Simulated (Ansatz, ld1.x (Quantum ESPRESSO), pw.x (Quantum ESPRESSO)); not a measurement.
lanthanum: one change to the TM potential, in the atom and in the fcc crystal

ld1.x (Quantum ESPRESSO) 7.5 input, shortened:

```
&input
   title='La', zed=57., rel=1, dft='PBESOL', iswitch=3,
   config='[Xe] 4f0 5d1 6s2 6p0'
 /
 &inputp
   pseudotype=2, tm=.true., lloc=0,
   nlcc=.true.
 /
4
6P  2  1   0.00   0.00  4.20  4.20  0.0
5D  3  2   1.00   0.00  2.40  2.40  0.0
4F  4  3   0.00   0.00  1.60  1.60  0.0
6S  1  0   2.00   0.00  3.25  3.25  0.0
 &test
   configts(1)='4f0 5d1 6s2 6p0'
 /
```

Change: all radii but the core radius scaled by about 0.89 (s 2.88, p 3.72, d 2.12, f 1.42 bohr).

Cutoffs, loose and tight: the cutoffs (Ry, on a coarse ladder) from which the occupation-weighted sum of valence levels, in a spherical-Bessel basis at the reference potential, stays within 10 and 1 mRy of its value at 400 Ry. They do not see the model core or the augmentation charge, which bear on the density cutoff. Test errors are all-electron minus pseudo excitation energies from the reference, over the configurations 4f0 5d1 6s1 6p0; 4f0 5d1 6s0 6p0; 4f0 5d1 6s1.5 6p0; 4f1 5d0 6s2 6p0; 4f0 5d1 6s1 6p1; 4f0 5d0 6s2 6p1; 4f0 5d1 6s0 6p2; variants that change the core or the reference have their own tests.

Crystal test: fcc La in pw.x 7.5, no spin, 11³ k-points, Fermi–Dirac smearing 0.01 Ry, cutoffs set for each file from its atomic test. The reference is all-electron LAPW (Ansatz 0.2.0) with the same functional, mesh and smearing; V0 and B0 come from Birch–Murnaghan fits to the pressures at five volumes. Errors are pseudo minus all-electron; Δ is the rms difference of the E(V) curves that follow from these fits, minima aligned, over ±6 % about the mean V0. Mesh and smearing are coarse, so the numbers serve the comparison and aren't converged zero-temperature values; the lattice is a test structure that the element need not adopt.

All-electron: a0 = 5.147 Å (V0 = 34.08 Å³/atom), B0 = 27.2 GPa.

Problem. Does the change bring the crystal closer to the all-electron result?

Solution. The mean pressure error goes from +6.45 to +5.80 GPa, so the change moves the solid closer to the all-electron pressures. Neither pressure curve crosses zero within the volumes sampled, so no fits are given.

```csv
quantity,base,changed
outcome (atom),generated,generated
"cutoff, loose (atom)",10 Ry,10 Ry
"cutoff, tight (atom)",15 Ry,18 Ry
bound ghosts (atom),none,none
largest test error (meV) (atom),-92 over the solved tests; 1 of 7 tests not solved or not reliable,-65 over the solved tests; 1 of 7 tests not solved or not reliable
cutoffs in pw.x (Ry),50/200,50/200
mean pressure error (GPa),+6.45,+5.80
```

Base: The largest radius (4.20 bohr) exceeds half the bond length (3.42 bohr), so the spheres overlap, which is one possible source of error among others. This is a poor potential for the solid. Atomic configuration tests: 1 of 7 tests not solved or not reliable. The cutoffs count occupied waves only; the empty 4f level needs 120 Ry at the loose tolerance. Changed file: The largest radius (3.72 bohr) exceeds half the bond length (3.42 bohr), so the spheres overlap, which is one possible source of error among others. This is a poor potential for the solid. Atomic configuration tests: 1 of 7 tests not solved or not reliable. The logarithmic derivative shows an extra or strongly shifted pseudo pole above the reference energy (s near 1.30 Ry). The cutoffs count occupied waves only; the empty 4f level needs 160 Ry at the loose tolerance. The atomic cutoffs weigh occupied waves only.
